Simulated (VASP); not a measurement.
Input of a VASP 6.6.1 run:

The input INCAR:

```
SYSTEM = Ti
ALGO = Fast
EDIFF = 1E-6
ENCUT = 520
GGA = PS
ISIF = 2
ISMEAR = 0
LASPH = .TRUE.
LCHARG = .FALSE.
LREAL = .FALSE.
LWAVE = .FALSE.
NBANDS = 12
NELM = 80
PREC = Accurate
SIGMA = 0.1
```

Contents of KPOINTS:

```
k-points
0
G
  26 26 26
  0 0 0
```

Contents of POSCAR:

```
Ti
1.0
    0.0000000000      2.0262200000      2.0262200000
    2.0262200000      0.0000000000      2.0262200000
    2.0262200000      2.0262200000      0.0000000000
Ti
1
Direct
    0.0000000000      0.0000000000      0.0000000000
```

Potentials or basis: VASP PAW PBE potentials, release 64 (Ti_sv).

The run is started by

```console
$ cat potpaw_PBE.64/Ti_sv/POTCAR > POTCAR
$ mpirun -np 1 vasp_std > vasp.out
```

Task: Predict the band gap on the k mesh.

Result: None (metal or under the smearing width).

Task: Estimate the pressure.

Result: 0.1 GPa.

Caveat: the PAW data sets were made with another functional, which shifts forces and pressure a little.
